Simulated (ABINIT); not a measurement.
# AlN (F-43m) in ABINIT: further runs

One crystal, AlN, is run at these levels: PBE, SOGGA; tasks: equation of state, band structure.

Everything below comes from runs of ABINIT 10.8.3 (patched build). Logs are shortened: lines on timing, memory, paths and dates and some standing lists are left out, and cuts for length are marked. The log counts tension as positive stress, the text compression.

## 1. The crystal as given

The structure is cubic, space group F-43m (No. 216). Conventional cell: a = 4.368 Å, b = 4.368 Å, c = 4.368 Å, α = 90.00°, β = 90.00°, γ = 90.00°. Al (site symmetry -43m) has 4 N at 1.89 Å as nearest neighbours. N (site symmetry -43m) has 4 Al at 1.89 Å as nearest neighbours.

Measurements of this composition are mostly on another form, of space group No. 186.

## 2. Equation of state, PBE

Input file run.abi:

```
ndtset 7
getwfk -1
scalecart1 3*0.9795861087
scalecart2 3*0.9864848297
scalecart3 3*0.9932883884
scalecart4 3*1.0000000000
scalecart5 3*1.0066227096
scalecart6 3*1.0131594038
scalecart7 3*1.0196128224

pp_dirpath "./"
pseudos "Al.upf, N.upf"

acell 3*1.0 Angstrom
rprim
     0.0000000000     2.1839935596     2.1839935596
     2.1839935596     0.0000000000     2.1839935596
     2.1839935596     2.1839935596     0.0000000000
ntypat 2
znucl 13 7
natom 2
typat 1 2
xred
     0.0000000000     0.0000000000     0.0000000000
     0.2500000000     0.2500000000     0.2500000000

ecut 42.0

kptopt 1
ngkpt 10 10 10
nshiftk 1
shiftk 0.0 0.0 0.0

ixc 11

nband 8
occopt 3
tsmear 0.05 eV

nstep 100
tolvrs 1.0e-10

iomode 3
prtwf 1
prtden 0
prteig 0
prtebands 0
```

Potentials or basis: PseudoDojo NC SR PBE v0.4 stringent.

On the command line:

```
$ abinit run.abi > log 2>&1
```

run.abo:

```text
.Version 10.8.3 of ABINIT
 DATASET    1 : space group F-4 3 m (#216); Bravais cF (face-center cubic)
================================================================================
 Values of the parameters that define the memory need for DATASET  1.
     intxc =       0    ionmov =       0      iscf =       7    lmnmax =       6
     lnmax =       6     mgfft =      36  mpssoang =       3    mqgrid =    3001
     natom =       2  nloc_mem =       1    nspden =       1   nspinor =       1
    nsppol =       1      nsym =      24    n1xccc =    2501    ntypat =       2
    occopt =       3   xclevel =       2
       mpw =        1739          nfft =       46656          nkpt =          47
================================================================================
================================================================================
[... 61 lines left out ...]
 DATASET    7 : space group F-4 3 m (#216); Bravais cF (face-center cubic)
================================================================================
 Values of the parameters that define the memory need for DATASET  7.
     intxc =       0    ionmov =       0      iscf =       7    lmnmax =       6
     lnmax =       6     mgfft =      36  mpssoang =       3    mqgrid =    3001
     natom =       2  nloc_mem =       1    nspden =       1   nspinor =       1
    nsppol =       1      nsym =      24    n1xccc =    2501    ntypat =       2
    occopt =       3   xclevel =       2
       mpw =        1956          nfft =       46656          nkpt =          47
================================================================================
================================================================================

--------------------------------------------------------------------------------
------------- Echo of variables that govern the present computation ------------
--------------------------------------------------------------------------------
 -outvars: echo values of preprocessed input variables --------
            acell      1.8897261259E+00  1.8897261259E+00  1.8897261259E+00 Bohr
              amu      2.69815390E+01  1.40067400E+01
             ecut      4.20000000E+01 Hartree
           getwfk          -1
              ixc          11
           jdtset        1    2    3    4    5    6    7
         kptrlatt       10    0    0      0   10    0      0    0   10
          kptrlen1     5.71752189E+01
          kptrlen2     5.75778746E+01
          kptrlen3     5.79749759E+01
          kptrlen4     5.83667106E+01
          kptrlen5     5.87532564E+01
          kptrlen6     5.91347817E+01
          kptrlen7     5.95114466E+01
            natom           2
            nband           8
           ndtset           7
            ngfft          36      36      36
             nkpt          47
            nstep         100
             nsym          24
           ntypat           2
           occopt           3
           prtden           0
        prtebands           0
           prteig           0
            rprim1     0.0000000000E+00  2.1394097525E+00  2.1394097525E+00
[... 54 lines left out ...]
            znucl       13.00000    7.00000

================================================================================

 chkinp: Checking input parameters for consistency, jdtset=   1.

 chkinp: Checking input parameters for consistency, jdtset=   2.
[... 33 lines left out ...]
 getcut: wavevector=  0.0000  0.0000  0.0000  ngfft=  36  36  36
         ecut(hartree)=     42.000   => boxcut(ratio)=   2.15827

--- Pseudopotential description ------------------------------------------------
- pspini: atom type   1  psp file is ./Al.upf
12 -101130 2 -1 1876                          pspcod,pspxc,lmax,lloc,mmax
     nproj     2     2     2

- pspini: atom type   2  psp file is ./N.upf
12 -101130 1 -1 1058                          pspcod,pspxc,lmax,lloc,mmax
     nproj     2     2     0

   7.43294732E+01                                ecore*ucvol(ha*bohr**3)
--------------------------------------------------------------------------------

================================================================================

--- !BeginCycle
iteration_state: {dtset: 1, }
solver: {iscf: 7, nstep: 100, nline: 4, wfoptalg: 0, }
tolerances: {tolvrs: 1.00E-10, }
...
[... 1004 lines left out ...]
-Cartesian components of stress tensor (GPa)         [Pressure= -6.4665E+00 GPa]
- sigma(1 1)=  6.46654316E+00  sigma(3 2)=  0.00000000E+00
- sigma(2 2)=  6.46654316E+00  sigma(3 1)=  0.00000000E+00
- sigma(3 3)=  6.46654316E+00  sigma(2 1)=  0.00000000E+00

== END DATASET(S) ==============================================================
================================================================================

 -outvars: echo values of variables after computation  --------
            acell      1.8897261259E+00  1.8897261259E+00  1.8897261259E+00 Bohr
           etotal1    -1.2789271118E+01
           etotal2    -1.2790841438E+01
           etotal3    -1.2791922885E+01
           etotal4    -1.2792560779E+01
           etotal5    -1.2792796126E+01
           etotal6    -1.2792666017E+01
           etotal7    -1.2792204084E+01
            fcart1     1.0406539164E-30  1.0406539164E-30 -3.1219617493E-30
                      -1.0406539164E-30 -1.0406539164E-30  3.1219617493E-30
            fcart2    -0.0000000000E+00 -0.0000000000E+00 -0.0000000000E+00
                      -0.0000000000E+00 -0.0000000000E+00 -0.0000000000E+00
            fcart3     3.0788947069E-30  3.0788947069E-30 -9.2366841208E-30
                      -3.0788947069E-30 -3.0788947069E-30  9.2366841208E-30
            fcart4     6.1164607230E-30  6.1164607230E-30 -1.8349382169E-29
                      -6.1164607230E-30 -6.1164607230E-30  1.8349382169E-29
            fcart5    -0.0000000000E+00 -0.0000000000E+00 -0.0000000000E+00
                      -0.0000000000E+00 -0.0000000000E+00 -0.0000000000E+00
[... 38 lines left out ...]
                       0.0000000000E+00  0.0000000000E+00  0.0000000000E+00
           xangst1     0.0000000000E+00  0.0000000000E+00  0.0000000000E+00
                       1.0697048762E+00  1.0697048762E+00  1.0697048762E+00
           xangst2     0.0000000000E+00  0.0000000000E+00  0.0000000000E+00
                       1.0772382574E+00  1.0772382574E+00  1.0772382574E+00
           xangst3     0.0000000000E+00  0.0000000000E+00  0.0000000000E+00
                       1.0846677215E+00  1.0846677215E+00  1.0846677215E+00
           xangst4     0.0000000000E+00  0.0000000000E+00  0.0000000000E+00
                       1.0919967798E+00  1.0919967798E+00  1.0919967798E+00
           xangst5     0.0000000000E+00  0.0000000000E+00  0.0000000000E+00
                       1.0992287574E+00  1.0992287574E+00  1.0992287574E+00
           xangst6     0.0000000000E+00  0.0000000000E+00  0.0000000000E+00
                       1.1063668064E+00  1.1063668064E+00  1.1063668064E+00
           xangst7     0.0000000000E+00  0.0000000000E+00  0.0000000000E+00
                       1.1134139187E+00  1.1134139187E+00  1.1134139187E+00
             xred      0.0000000000E+00  0.0000000000E+00  0.0000000000E+00
                       2.5000000000E-01  2.5000000000E-01  2.5000000000E-01
 Calculation completed.
```

Wall time 91 s (1 thread of Arm Neoverse V2, shared host); peak memory 0.12 GiB.

What came out:

```
Equilibrium volume                      : 10.65 Å³/atom
Bulk modulus                            : 193 GPa
Pressure derivative of the bulk modulus : 3.9
```

Energy against volume, from the lowest point:
```tsv
volume (Å³/atom)	energy (meV/atom)
9.792	47.96
10.001	26.59
10.209	11.88
10.417	3.20
10.626	0.00
10.834	1.77
11.042	8.06
```

Caveat: pressures at fixed basis lie under the slope of the energies.

## 3. Band structure, SOGGA

Input file run.abi:

```
# Datasets: ground state, then fixed potential
ndtset 2

# Pseudopotentials
pp_dirpath "./"
pseudos "Al.upf, N.upf"

# Structure
acell 5.8366710593 5.8366710593 5.8366710593
rprim
     0.0000000000     0.7071067812     0.7071067812
     0.7071067812     0.0000000000     0.7071067812
     0.7071067812     0.7071067812     0.0000000000
ntypat 2
znucl 13 7
natom 2
typat 1 2
xred
     0.0000000000     0.0000000000     0.0000000000
     0.2500000000     0.2500000000     0.2500000000

# Plane-wave basis
ecut 42.0

# Exchange and correlation
ixc -150130

# Bands and occupations
occopt 3
tsmear 0.05 eV

# SCF cycle
nstep 100

# Output
iomode 3
prtwf 0
prteig 0
prtebands 0
enunit 2
prtden1 1

# Dataset 1
kptopt1 1
ngkpt1 10 10 10
nshiftk1 1
shiftk1 0.0 0.0 0.0
nband1 8
tolvrs1 1.0e-10

# Dataset 2: bands along G-X-W-K-G-L-U-W-L-K
iscf2 -2
getden2 1
nband2 12
nbdbuf2 2
tolwfr2 1.0e-12
kptopt2 -9
ndivsm2 8
prteig2 1
prtvol2 -3
kptbounds2
     0.0000000000     0.0000000000     0.0000000000
     0.5000000000     0.0000000000     0.5000000000
     0.5000000000     0.2500000000     0.7500000000
     0.3750000000     0.3750000000     0.7500000000
     0.0000000000     0.0000000000     0.0000000000
     0.5000000000     0.5000000000     0.5000000000
     0.6250000000     0.2500000000     0.6250000000
     0.5000000000     0.2500000000     0.7500000000
     0.5000000000     0.5000000000     0.5000000000
     0.3750000000     0.3750000000     0.7500000000
```

Potentials or basis: PseudoDojo NC SR PBEsol v0.4.1 standard.

On the command line:

```
$ abinit run.abi > log 2>&1
```

Wall time 58 s (1 thread of Arm Neoverse V2, shared host); peak memory 0.12 GiB.

Results (log left out):

- Free energy: -346.3492 eV
- Pressure: 0.1 GPa
- Band gap on the k mesh: 3.07 eV, indirect (least direct gap 4.02 eV)
- Band gap along the path: 3.07 eV, indirect (least direct gap 4.02 eV)
- Valence electrons inside the program's atomic spheres: Al 1.11; N 5.34

Levels at the corners of the path, in eV from the valence-band top:
| point | band 2 | band 3 | band 4 | band 5 | band 6 | band 7 |
| --- | --- | --- | --- | --- | --- | --- |
| Γ | 0.00 | 0.00 | 0.00 | 4.02 | 12.42 | 12.42 |
| X | -4.98 | -1.81 | -1.81 | 3.07 | 8.43 | 13.76 |
| W | -3.83 | -3.52 | -2.78 | 5.85 | 11.21 | 11.79 |
| K | -4.32 | -3.73 | -1.40 | 4.94 | 9.93 | 12.91 |
| Γ | 0.00 | 0.00 | 0.00 | 4.02 | 12.42 | 12.42 |
| L | -5.97 | -0.49 | -0.49 | 7.20 | 9.64 | 10.98 |
| U | -4.32 | -3.73 | -1.40 | 4.94 | 9.93 | 12.91 |
| W | -3.83 | -3.52 | -2.78 | 5.85 | 11.21 | 11.79 |
| L | -5.97 | -0.49 | -0.49 | 7.20 | 9.64 | 10.98 |
| K | -4.32 | -3.73 | -1.40 | 4.94 | 9.93 | 12.91 |

Caveat: the potentials were made for another functional, which shifts forces and pressure.
